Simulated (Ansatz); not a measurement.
Te2Mo under changes of volume

One of the cells (45.397 Å³/atom); the others are scaled copies at fixed shape and fractional positions:

```xyz
6
Lattice="3.5604 0.0000 0.0000 -1.7802 3.0834 0.0000 0.0000 0.0000 24.8113" Properties=species:S:1:pos:R:3 pbc="T T T"
Te    0.0000    2.0556    5.5488
Te    1.7802    1.0278   22.8420
Te    1.7802    1.0278   19.2625
Te    0.0000    2.0556    1.9693
Mo    1.7802    1.0278    3.7599
Mo    0.0000    2.0556   21.0513
```

| Item | Value |
| --- | --- |
| Program | Ansatz 0.2.0 |
| Functional | PBEsol |
| Potentials or basis | all-electron LAPW, scalar-relativistic |
| Cutoff | 240 eV (chosen from the basis error) |
| Basis error allowed | 0.002 eV/atom |
| k mesh | 9 × 9 × 2 |
| Occupations | fermi-dirac, width 0.05 eV |
| Spin | no spin polarisation |

```tsv
volume (Å³/atom)	energy over the lowest point (meV/atom)	gap on the mesh (eV)	largest force (eV/Å)
42.673	8.39	1.12	0.845
43.581	0.61	1.09	0.503
44.489	0.00	1.06	0.188
45.397	5.80	1.02	0.165
46.305	17.32	1.00	0.434
47.213	?	?	?
48.120	55.08	0.94	0.908
```

Problem. What does the run at 47.213 Å³/atom give?

Solution. Energy over the lowest point 33.94 meV/atom; gap on the mesh 0.97 eV; largest force 0.681 eV/Å.

Worked out: A Birch-Murnaghan fit of order 3 (a polynomial in V^(-2/3)) to the other rows has its minimum at 44.11 Å³/atom with B0 = V·E''(V) = 58 GPa and B' = 4.5 at fixed shape and positions, which overstates the stiffness. It gives 33.94 meV/atom at 47.213 Å³/atom, against the run's 33.94. A straight line through the other rows of the gap, of slope -1.51 eV per unit of ln V (its deformation potential), gives 0.97 eV, against the run's 0.97.

Energies are extrapolated to zero smearing.

Caveats: spin-orbit coupling is left out, which moves the levels of the heavy elements.

A mesh can miss the band edges.
